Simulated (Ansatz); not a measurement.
Here is the system:

CsBr:
```cif
data_BrCs
_chemical_formula_sum 'Cs1 Br1'
_space_group_name_H-M_alt 'P 1'
_space_group_IT_number 1
_cell_length_a 4.24215
_cell_length_b 4.24215
_cell_length_c 4.24215
_cell_angle_alpha 90.000
_cell_angle_beta 90.000
_cell_angle_gamma 90.000
loop_
_space_group_symop_operation_xyz
  'x, y, z'
loop_
_atom_site_label
_atom_site_type_symbol
_atom_site_fract_x
_atom_site_fract_y
_atom_site_fract_z
_atom_site_occupancy
Cs1 Cs 0.00000 0.00000 0.00000 1
Br1 Br 0.50000 0.50000 0.50000 1
```

This is the PBEsol-relaxed structure.

Question: All from plane-wave PAW PBEsol (Ansatz code), unless another level is named. Estimate the hole effective mass with spin–orbit coupling, band 2 of 2 at the edge.

Answer: 0.55 along [100], 0.58 along [110], 0.60 along [111] (mₑ).

Question: Predict the gap with spin–orbit coupling.

Answer: 4.26 eV.

Question: And the electron effective mass?

Answer: 0.29 mₑ (isotropic).

Question: What about the valence-band maximum?

Answer: at Γ.

Space group Pm-3m (CsCl type). The cell was relaxed with PBEsol under the symmetry of its start. Spin–orbit coupling is left out wherever it is not named.

Potentials: the later of the program's two PAW sets.
